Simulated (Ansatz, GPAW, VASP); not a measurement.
Sr: programs and potentials compared

```
Sr
1.0
     0.00000    3.04235    3.04235
     3.04235    0.00000    3.04235
     3.04235    3.04235    0.00000
Sr
1
Direct
  0.00000 0.00000 0.00000
```

Alike in all runs: task single point; functional RPBE; k mesh 8 × 8 × 8; occupations gaussian, width 0.02 eV; no spin polarisation; no spin-orbit coupling. Pressure is positive in compression and, in plane waves, holds the error of the finite cutoff, which Ansatz's Pulay term estimates and takes out.

```json
{"program and potentials": "Ansatz, Ansatz PAW", "plane-wave cutoff (eV)": "420", "notes": "potentials made for PBE, which Ansatz adapts in part", "band gap (eV)": "no gap", "pressure (GPa)": "0.30"}
{"program and potentials": "VASP, PBE PAW files Sr_sv_GW, 550 eV", "plane-wave cutoff (eV)": "550", "notes": "potentials made for PBE", "band gap (eV)": "no gap", "pressure (GPa)": "0.30"}
{"program and potentials": "GPAW, the program's PAW data sets (release 1.2.1) made for this functional", "plane-wave cutoff (eV)": "600", "notes": "-", "band gap (eV)": "no gap", "pressure (GPa)": "0.35"}
```

None finds a gap. The pressure spans 0.30 (Ansatz, Ansatz PAW) to 0.35 GPa (GPAW, the program's PAW data sets (release 1.2.1) made for this functional). Some sets were made for another functional than the one run, which can shift their rows.

The functional is the same throughout but for its coding, so the spread measures potentials, basis and numerics; runs on potential files found faulty are left out.
